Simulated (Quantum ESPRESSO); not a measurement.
## MgS under changes of volume

One of the cells (22.740 Å³/atom); the others are scaled copies at fixed shape and fractional positions:

```
S Mg
1.0
     0.00000    2.83312    2.83312
     2.83312    0.00000    2.83312
     2.83312    2.83312    0.00000
S Mg
1 1
Direct
  0.25000 0.25000 0.25000
  0.00000 0.00000 0.00000
```

The cell comes from a database or a generator and needn't be the stable form of this composition.

- Program: Quantum ESPRESSO 7.5
- Functional: PBE
- Potentials or basis: SSSP 1.3 efficiency PBE
- Cutoff: 748 eV
- Density cutoff: 5987 eV
- k mesh: 8 × 8 × 8
- Occupations: fermi-dirac, width 0.05 eV
- Spin: no spin polarisation

```csv
volume (Å³/atom),energy over the lowest point (meV/atom),pressure (GPa),gap on the mesh (eV)
21.376,23.95,4.9,3.77
21.831,12.17,3.4,3.66
22.285,?,?,?
22.740,0.58,0.8,3.45
23.195,0.00,-0.3,3.35
23.650,2.46,-1.4,3.26
24.105,7.68,-2.3,3.17
```

Q: What does the run at 22.285 Å³/atom give?

A: Energy over the lowest point 4.52 meV/atom; pressure 2.0 GPa; gap on the mesh 3.55 eV.

Worked out: A Birch-Murnaghan fit of order 3 (a polynomial in V^(-2/3)) to the other rows has its minimum at 23.05 Å³/atom with B0 = V·E''(V) = 56 GPa and B' = 4.1. It gives 4.52 meV/atom at 22.285 Å³/atom, against the run's 4.52, and -dE/dV = 2.0 GPa, against 2.0. A straight line through the other rows of the gap, of slope -5.01 eV per unit of ln V (its deformation potential), gives 3.56 eV, against the run's 3.55.

Energies are extrapolated to zero smearing.

A mesh can miss the band edges.
